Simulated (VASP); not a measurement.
# CdTe (F-43m) in VASP: notebook

CdTe is run at these levels: r2SCAN, PBEsol+D4, PBE+D3(BJ); tasks: relaxation of cell and atoms, single point.

Program: VASP 6.6.1. These are calculated values, not measurements. Logs are shortened: lines on timing, memory, paths and dates and some standing lists are left out, and cuts for length are marked.

**What was measured.**

A printed reference work, data compilation reports, for a bulk crystal of CdTe at 0 K: band gap 1.607 eV.

The runs below are set against these values where they give the same quantity.

### Step 1. The cell of the first run

It takes space group F-43m (No. 216, cubic). Conventional cell: a = 6.410 Å, b = 6.410 Å, c = 6.410 Å, α = 90.00°, β = 90.00°, γ = 90.00°. Te (site symmetry -43m) has 4 Cd at 2.78 Å within 3.7 Å. Cd (site symmetry -43m) has 4 Te at 2.78 Å within 3.7 Å.

### Step 2. Relaxation of cell and atoms, r2SCAN

The input, POSCAR:

```
CdTe
1.0
    0.0000000000      3.2050000000      3.2050000000
    3.2050000000      0.0000000000      3.2050000000
    3.2050000000      3.2050000000      0.0000000000
Te Cd
1 1
Direct
    0.7500000000      0.7500000000      0.7500000000
    0.0000000000      0.0000000000      0.0000000000
```

The input, INCAR.step1:

```
PREC = Accurate ; ENCUT = 550
ISMEAR = -1 ; SIGMA = 0.05
LREAL = False ; LASPH = True
NELM = 120 ; GGA = PE
ALGO = Normal ; EDIFF = 1E-5
LWAVE = True ; LCHARG = False
GGA_COMPAT = False ; IBRION = 2
ISIF = 3 ; EDIFFG = -0.005
NELMIN = 4 ; NSW = 100
```

The input, INCAR.step2:

```
PREC = Accurate ; ENCUT = 550
EDIFF = 1E-7 ; ISMEAR = -1
SIGMA = 0.05 ; LREAL = False
LASPH = True ; NELM = 120
ALGO = Normal ; ISIF = 3
LWAVE = False ; LCHARG = False
METAGGA = R2SCAN ; LMIXTAU = True
IBRION = 2 ; NSW = 60
EDIFFG = -0.01 ; ISTART = 1
GGA_COMPAT = False ; NELMIN = 4
```

The input, KPOINTS:

```
Automatic mesh
0
Gamma
  7 7 7
```

Potentials or basis: VASP PAW PBE potentials, release 64 (Te, Cd).

Started as:

```sh
> cat potpaw_PBE.64/Te/POTCAR potpaw_PBE.64/Cd/POTCAR > POTCAR
> cp INCAR.step1 INCAR
> mpirun -np 1 vasp_std > vasp.out
> cp INCAR.step2 INCAR
> mpirun -np 1 vasp_std > vasp.out
```

OUTCAR:

```text
PREC = Accurate
   ENCUT = 550
   EDIFF = 1E-7
   ISMEAR = -1
   LREAL = False
   LASPH = True
   NELM = 120
   ISIF = 3
   METAGGA = R2SCAN
   IBRION = 2
   NSW = 60
   EDIFFG = -0.01
   ISTART = 1
   NELMIN = 4

 ion  position               nearest neighbor table
   1  0.750  0.750  0.750-   2 2.78   2 2.78   2 2.78   2 2.78
   2  0.000  0.000  0.000-   1 2.78   1 2.78   1 2.78   1 2.78

  LATTYP: Found a face centered cubic cell.
 ALAT       =     6.4100000000

  Lattice vectors:

 A1 = (   0.0000000000,   3.2050000000,   3.2050000000)
 A2 = (   3.2050000000,   0.0000000000,   3.2050000000)
 A3 = (   3.2050000000,   3.2050000000,   0.0000000000)

Analysis of symmetry for initial positions (statically):
=====================================================================
 Subroutine PRICEL returns:
 Original cell was already a primitive cell.

 Routine SETGRP: Setting up the symmetry group for a
 face centered cubic supercell.

 Subroutine GETGRP returns: Found 24 space group operations
 (whereof 24 operations were pure point group operations)
 out of a pool of 48 trial point group operations.

The static configuration has the point symmetry T_d .

Analysis of symmetry for dynamics (positions and initial velocities):
=====================================================================
 Subroutine PRICEL returns:
 Original cell was already a primitive cell.

 Routine SETGRP: Setting up the symmetry group for a
 face centered cubic supercell.

 Subroutine GETGRP returns: Found 24 space group operations
 (whereof 24 operations were pure point group operations)
 out of a pool of 48 trial point group operations.

The dynamic configuration has the point symmetry T_d .

 Subroutine INISYM returns: Found 24 space group operations
 (whereof 24 operations are pure point group operations),
 and found     1 'primitive' translations

----------------------------------------------------------------------------------------

                                     Primitive cell

  volume of cell :      65.8437

  direct lattice vectors                    reciprocal lattice vectors
     0.000000000  3.205000000  3.205000000    -0.156006240  0.156006240  0.156006240
     3.205000000  0.000000000  3.205000000     0.156006240 -0.156006240  0.156006240
     3.205000000  3.205000000  0.000000000     0.156006240  0.156006240 -0.156006240

  length of vectors
     4.532554467  4.532554467  4.532554467     0.270210734  0.270210734  0.270210734

  position of ions in fractional coordinates (direct lattice)
     0.750000000  0.750000000  0.750000000
     0.000000000  0.000000000  0.000000000

  ion indices of the primitive-cell ions
   primitive index   ion index
                 1           1
                 2           2

----------------------------------------------------------------------------------------

 KPOINTS: Automatic mesh

Automatic generation of k-mesh.
 Grid dimensions read from file:
 generate k-points for:    7    7    7

 Generating k-lattice:

  Cartesian coordinates                     Fractional coordinates (reciprocal lattice)
    -0.022286606  0.022286606  0.022286606     0.142857143  0.000000000  0.000000000
     0.022286606 -0.022286606  0.022286606     0.000000000  0.142857143  0.000000000
     0.022286606  0.022286606 -0.022286606     0.000000000  0.000000000  0.142857143

  Length of vectors
     0.038601533  0.038601533  0.038601533

  Shift w.r.t. Gamma in fractional coordinates (k-lattice)
     0.000000000  0.000000000  0.000000000

 Subroutine IBZKPT returns following result:
 ===========================================

 Found     20 irreducible k-points:

 Following reciprocal coordinates:
            Coordinates               Weight
  0.000000  0.000000  0.000000      1.000000
  0.142857  0.000000  0.000000      8.000000
  0.285714  0.000000  0.000000      8.000000
  0.428571  0.000000  0.000000      8.000000
  0.142857  0.142857  0.000000      6.000000
  0.285714  0.142857  0.000000     24.000000
[... 12 lines left out ...]
 -0.428571  0.428571  0.142857     24.000000
 -0.285714  0.428571  0.142857     24.000000
   k-points           NKPTS =     20   k-points in BZ     NKDIM =     20   number of bands    NBANDS=     13
   number of dos      NEDOS =    301   number of ions     NIONS =      2
   total plane-waves  NPLWV =  46656
   dimension x,y,z NGX =    36 NGY =   36 NGZ =   36
   dimension x,y,z NGXF=    72 NGYF=   72 NGZF=   72
   ions per type =               1   1
   NGX,Y,Z   is equivalent  to a cutoff of  13.20, 13.20, 13.20 a.u.
   NGXF,Y,Z  is equivalent  to a cutoff of  26.41, 26.41, 26.41 a.u.
 SYSTEM =  unknown system
   PREC   = accura    normal or accurate (medium, high low for compatibility)
   ISTART =      1    job   : 0-new  1-cont  2-samecut
   ICHARG =      0    charge: 1-file 2-atom 10-const
   ISPIN  =      1    spin polarized calculation?
   LNONCOLLINEAR =      F non collinear calculations
   LSORBIT =      F    spin-orbit coupling
   LASPH  =      T    aspherical Exc in radial PAW
   ENCUT  =  550.0 eV  40.42 Ry    6.36 a.u.   8.67  8.67  8.67*2*pi/ulx,y,z
   NELM   =    120;   NELMIN=  4; NELMDL=  0     # of ELM steps
   EDIFF  = 0.1E-06   stopping-criterion for ELM
   LREAL  =      F    real-space projection
   EDIFFG = -.1E-01   stopping-criterion for IOM
   NSW    =     60    number of steps for IOM
   IBRION =      2    ionic relax: 0-MD 1-quasi-New 2-CG
   NFREE  =      1    steps in history (QN), initial steepest desc. (CG)
   ISIF   =      3    stress and relaxation
   ISYM   =      2    0-nonsym 1-usesym 2-fastsym
   POTIM  = 0.5000    time-step for ionic-motion
   TEBEG  =    0.0;   TEEND  =   0.0 temperature during run
   PSTRESS=    0.0 pullay stress
   NELECT =      18.0000    total number of electrons
   NUPDOWN=      -1.0000    fix difference up-down
   EMIN   =  10.00;   EMAX   =-10.00  energy-range for DOS
   EFERMI =   0.00;   METHOD = LEGACY
   ISMEAR =    -1;   SIGMA  =   0.05  broadening in eV -4-tet -1-fermi 0-gaus
   EFERMI_NEDOS =   21; number of points for ismear=-14 and -15
   IALGO  =     38    algorithm
   IMIX   =      4    mixing-type and parameters
     AMIX     =   0.40;   BMIX     =  1.00
     AMIX_MAG =   1.60;   BMIX_MAG =  1.00
  volume/ion in A,a.u.               =      32.92       222.17
  Fermi-wavevector in a.u.,A,eV,Ry     =   1.062497  2.007828 15.359610  1.128899
  Thomas-Fermi vector in A             =   2.197950
   LORBIT       =      0    0 simple, 1 ext, 2 COOP (PROOUT), +10 PAW based schemes
   METAGGA = R2SCAN    functional components
   LHFCALC =     F    Hartree Fock is set to
   AEXX    =    0.0000 exact exchange contribution
   IVDW    =     0    specifies the selected vdW correction
   LEPSILON=     F    determine dielectric tensor
   LRPA    =     F    only Hartree local field effects (RPA)
 conjugate gradient relaxation of ions
 non-spin polarized calculation
  energy-cutoff  :      550.00
  volume of cell :       65.84
 maximum number of plane-waves:      1948
   NGX = 17   NGY = 17   NGZ = 17

--------------------------------------- Ionic step        1  -------------------------------------------

 number of electron      17.9999995 magnetization

 Free energy of the ion-electron system (eV)
  ---------------------------------------------------
  ext. energy  EPLUGINS =         0.00000000
  ---------------------------------------------------
  free energy    TOTEN  =       -46.59673574 eV

  energy without entropy =      -46.59673572  energy(sigma->0) =      -46.59673573

------------------------ aborting loop because EDIFF is reached ----------------------------------------

  FORCE on cell =-STRESS in cart. coord.  units (eV):
  Direction    XX          YY          ZZ          XY          YZ          ZX
  --------------------------------------------------------------------------------------
  -------------------------------------------------------------------------------------
  Total        1.3756123      1.3756123      1.3756123      0.0000000      0.0000000      0.0000000
  in kB       33.4728385     33.4728385     33.4728385      0.0000000      0.0000000      0.0000000
  external PRESSURE =      33.4728385 kB  Pullay stress =       0.0000000 kB

 VOLUME and BASIS-vectors are now :
 -----------------------------------------------------------------------------
  energy-cutoff  :      550.00
  volume of cell :       65.84
      direct lattice vectors                 reciprocal lattice vectors
     0.000000000  3.205000000  3.205000000    -0.156006240  0.156006240  0.156006240
     3.205000000  0.000000000  3.205000000     0.156006240 -0.156006240  0.156006240
     3.205000000  3.205000000  0.000000000     0.156006240  0.156006240 -0.156006240

 POSITION                                       TOTAL-FORCE (eV/Angst)
 -----------------------------------------------------------------------------------
      4.80750      4.80750      4.80750        -0.000000     -0.000000     -0.000000
      0.00000      0.00000      0.00000         0.000000      0.000000      0.000000
 -----------------------------------------------------------------------------------
    total drift:                               -0.000000     -0.000000     -0.000000

  FREE ENERGIE OF THE ION-ELECTRON SYSTEM (eV)
  ---------------------------------------------------
  free  energy   TOTEN  =       -46.5967357381 eV
[... 17 lines left out ...]
 VOLUME and BASIS-vectors are now :
 -----------------------------------------------------------------------------
  energy-cutoff  :      550.00
  volume of cell :       72.62
      direct lattice vectors                 reciprocal lattice vectors
    -0.000000000  3.311347011  3.311347011    -0.150995954  0.150995954  0.150995954
     3.311347011  0.000000000  3.311347011     0.150995954 -0.150995954  0.150995954
     3.311347011  3.311347011  0.000000000     0.150995954  0.150995954 -0.150995954

 POSITION                                       TOTAL-FORCE (eV/Angst)
 -----------------------------------------------------------------------------------
      4.96702      4.96702      4.96702        -0.000000     -0.000000     -0.000000
      0.00000      0.00000      0.00000         0.000000      0.000000      0.000000
 -----------------------------------------------------------------------------------
    total drift:                               -0.000000     -0.000000      0.000000

  FREE ENERGIE OF THE ION-ELECTRON SYSTEM (eV)
  ---------------------------------------------------
  free  energy   TOTEN  =       -46.6374198445 eV

  energy  without entropy=      -46.6374195073  energy(sigma->0) =      -46.63741968

--------------------------------------- Ionic step        3  -------------------------------------------

 number of electron      18.0000006 magnetization

 Free energy of the ion-electron system (eV)
  ---------------------------------------------------
  ext. energy  EPLUGINS =         0.00000000
  ---------------------------------------------------
  free energy    TOTEN  =       -46.64383362 eV

  energy without entropy =      -46.64383347  energy(sigma->0) =      -46.64383354

 E-fermi :   2.3738     XC(G=0):  -8.9307

 val. band max:        1.7657620738   @ k =   0.0000   0.0000   0.0000
 cond. band min:       2.9161181514   @ k =   0.0000   0.0000   0.0000
 fundamental gap:      1.1503560776
 Fermi energy:         2.3738052557

 k-point     1 :       0.0000    0.0000    0.0000
  band No.  band energies     occupation
      1      -9.5457      2.00000
      2      -6.6752      2.00000
      3      -6.6752      2.00000
      4      -6.6752      2.00000
      5      -6.4194      2.00000
      6      -6.4194      2.00000
      7       1.7658      1.99999
      8       1.7658      1.99999
      9       1.7658      1.99999
     10       2.9161      0.00004
     11       6.8212      0.00000
     12       6.8212      0.00000
     13       6.8212      0.00000

 k-point     2 :       0.1429    0.0000    0.0000
  band No.  band energies     occupation
      1      -9.4746      2.00000
      2      -6.6617      2.00000
      3      -6.6617      2.00000
      4      -6.6122      2.00000
      5      -6.4202      2.00000
      6      -6.4202      2.00000
      7       0.4243      2.00000
      8       1.6027      2.00000
      9       1.6027      2.00000
     10       3.8372      0.00000
     11       6.7956      0.00000
     12       7.0796      0.00000
     13       7.0796      0.00000
[... 299 lines left out ...]
 VOLUME and BASIS-vectors are now :
 -----------------------------------------------------------------------------
  energy-cutoff  :      550.00
  volume of cell :       70.65
      direct lattice vectors                 reciprocal lattice vectors
    -0.000000000  3.281205628  3.281205628    -0.152383013  0.152383013  0.152383013
     3.281205628  0.000000000  3.281205628     0.152383013 -0.152383013  0.152383013
     3.281205628  3.281205628  0.000000000     0.152383013  0.152383013 -0.152383013

 POSITION                                       TOTAL-FORCE (eV/Angst)
 -----------------------------------------------------------------------------------
      4.92181      4.92181      4.92181         0.000000     -0.000000     -0.000000
      0.00000      0.00000      0.00000        -0.000000      0.000000      0.000000
 -----------------------------------------------------------------------------------
    total drift:                               -0.000000     -0.000000     -0.000000

  FREE ENERGIE OF THE ION-ELECTRON SYSTEM (eV)
  ---------------------------------------------------
  free  energy   TOTEN  =       -46.6438336170 eV

  energy  without entropy=      -46.6438334711  energy(sigma->0) =      -46.64383354

 reached required accuracy - stopping structural energy minimisation
```

It took 7.2 min on 1 thread of AMD EPYC 7R13 (Zen 3), shared host; peak memory 0.21 GiB.

What came out:

```
Free energy                            : -46.6438 eV
Relaxed volume                         : 35.33 Å³/atom
Relaxed cell                           : a = 4.640 Å, b = 4.640 Å, c = 4.640 Å, α = 60.00°, β = 60.00°, γ = 60.00°
Space group after relaxing (to 0.05 Å) : F-43m (No. 216)
Energy gained by relaxing              : 23.5 meV/atom
Ionic steps                            : 3
Pressure after relaxing                : 0.0 GPa
Band gap on the k mesh                 : 1.15 eV, direct
```

Step by step:
| step | energy change (eV) | largest force (eV/Å) | pressure (GPa) | volume (Å³) |
| --- | --- | --- | --- | --- |
| 1 | 0.0000 | 0.0000 | 3.35 | 65.84 |
| 2 | -0.0407 | 0.0000 | -1.02 | 72.62 |
| 3 | -0.0471 | 0.0000 | 0.01 | 70.65 |

Final structure:
```
CELL_PARAMETERS angstrom
0.00000 3.28121 3.28121
3.28121 0.00000 3.28121
3.28121 3.28121 0.00000
ATOMIC_POSITIONS crystal
Te 0.75000 0.75000 0.75000
Cd 0.00000 0.00000 0.00000
```

Caveat: the PAW data sets were made with another functional, which shifts forces and pressure a little; spin-orbit coupling is left out, which moves the levels of the heavy elements. Zero-point motion and thermal expansion aren't in these numbers.

[end of part 1 of 2]
